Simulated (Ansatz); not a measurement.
# HfO2, the end x = 0 of the polar orthorhombic (Pca2_1) HfO2 with Si on Hf sites line (96 atoms): relaxation and levels of theory

Which bonds does the relaxation leave, and how do the Kohn-Sham gap, forces and pressure change with k-mesh and functional?

Calculated with Ansatz 0.2.0: Kohn-Sham DFT, PBE, PAW (set soft_2), plane waves; cutoff 420 eV, k-mesh 2×2×2, fermi-dirac smearing of 0.025 eV.

**The cell**

The cell holds 96 atoms: 32 Hf and 64 O. Its edges and angles: a = 10.540 Å, b = 10.100 Å, c = 10.160 Å, α = 90.0°, β = 90.0°, γ = 90.0°. It derives from HfO2 (polar orthorhombic (Pca2_1) HfO2 with Si on Hf sites), repeated 2×2×2. Polar orthorhombic (Pca2_1) HfO2 with Si on Hf sites: 96 atoms, 0 of 32 Hf sites given to Si at random, cell and internal coordinates interpolated linearly between the end members (Vegard's rule); not relaxed, displaced by a Gaussian of 0.02 Å. Lattice constants are starting values near those of PBE.

Cell and atoms were relaxed with PBE. The walk converged after 6 steps by the program's count, with a largest force component of 0.00171 eV/Å; it began at an r.m.s. force component of 0.46 eV/Å. The edges went from 10.540, 10.100, 10.160 to 10.588, 10.138, 10.203 Å, and the volume from 11.266 to 11.408 Å³ an atom (+1.3 %).

The input of the reference single point:

```yaml
crystal:
  lattice:
    - [10.58783, 1.0e-05, 2.0e-05]
    - [1.0e-05, 10.1384, 3.0e-05]
    - [2.0e-05, 4.0e-05, 10.20251]
  atoms:
    - { symbol: Hf, position: [0.01635, 0.13334, 0.12825] }
    - { symbol: Hf, position: [0.48374, 0.36704, 0.37825] }
    - { symbol: Hf, position: [0.26634, 0.36704, 0.12825] }
    - { symbol: Hf, position: [0.23374, 0.13334, 0.37825] }
    [... 90 atom lines left out ...]
    - { symbol: O, position: [0.61463, 0.76879, 0.50333] }
    - { symbol: O, position: [0.88546, 0.7316, 0.75333] }
kpoints:
  mp_grid: { grid: [2, 2, 2] }
hamiltonian:
  xc: pbe
scf:
  occupations: { method: fermi_dirac, width: 0.025 }
output:
  forces: true
  stress: true
  populations: true
  dos:
    method: { smearing: { sigma: 0.08 } }
    de: 0.05
    projected: { site_lists: { Hf: [Hf], O: [O] } }
  eigenvalues: true
  write_density: true
  write_potential: true
  volumetric_format: npy
```

**Bonds after relaxation**

Bonds by pair of elements; cutoffs follow the first minimum of g(r), held within bounds set by covalent radii, and pairs that aren't listed don't count as bonded:

```
pair A-B  cutoff (Å)  bonds  mean length (Å)  spread (Å)  shortest (Å)  B about A  A about B
    O-Hf        2.82    224             2.17       0.074          2.04        3.5          7
```

How many atoms have how many bonded neighbours:

```
element  mean   3   4   7
     Hf     7   0   0  32
      O   3.5  32  32   0
```

**Levels of theory**

Single points at the relaxed geometry:

| functional | k-mesh | Kohn-Sham gap (eV) | pressure (GPa) | r.m.s. force component (eV/Å) | SCF cycles | time |
| --- | --- | --- | --- | --- | --- | --- |
| PBE | 2×2×2 | 4.408 | 0.00 | 0.001 | 9 | 7 s |
| PBE | 2×3×3 | 4.368 | 0.00 | 0.001 | 9 | 8.7 s |
| PBE | 1×1×1 | 4.473 | 0.06 | 0.009 | 9 | 2.6 s |
| HSE06 | 1×1×1 | 6.137 | -5.73 | 0.053 | 23 | 37 s |
| r2SCAN | 2×2×2 | 4.921 | -5.73 | 0.028 | 9 | 9.2 s |
| PBEsol | 2×2×2 | 4.307 | -7.48 | 0.029 | 9 | 6.5 s |

The gap is that between the highest filled and lowest empty Kohn-Sham level on the run's k-points. Cutoffs: 420 eV for PBE, HSE06 and PBEsol; 500 eV for r2SCAN.

**Findings**

The Kohn-Sham gap is 4.41 eV with PBE on the 2×2×2 mesh and 4.37 eV on 2×3×3. On the 1×1×1 mesh HSE06 changes the gap by +1.66 eV against PBE. Carrying that shift over to the 2×3×3 mesh gives 4.37 + 1.66 = 6.03 eV, an estimate that takes the shift to be alike at all k-points. On the reference's mesh the gap changes with r2SCAN by +0.51 eV and PBEsol by -0.10 eV. Against the reference the pressure changes with r2SCAN by -5.7 GPa and PBEsol by -7.5 GPa; a negative change means a smaller volume than PBE would take. The denser mesh moves the energy by -0.0 meV/atom and the pressure by +0.00 GPa.

Limits: All single points share the geometry relaxed with PBE. Spin–orbit coupling is left out, which matters for the levels of the heavy elements. In some runs the program notes that the atoms just miss a symmetry operation, the exchange threshold is loose for the stress and the SCF threshold is loose for the stress.

[Logs are printed without paths, hosts, clocks, repeated set-up lines and the standing remarks that a program may print on its own settings, such as how far it seeks lower states.]

[Hosts, paths, dates, database ids (printed as entryN), source tags and the programs' standing remarks are cut or masked in the printed files.]
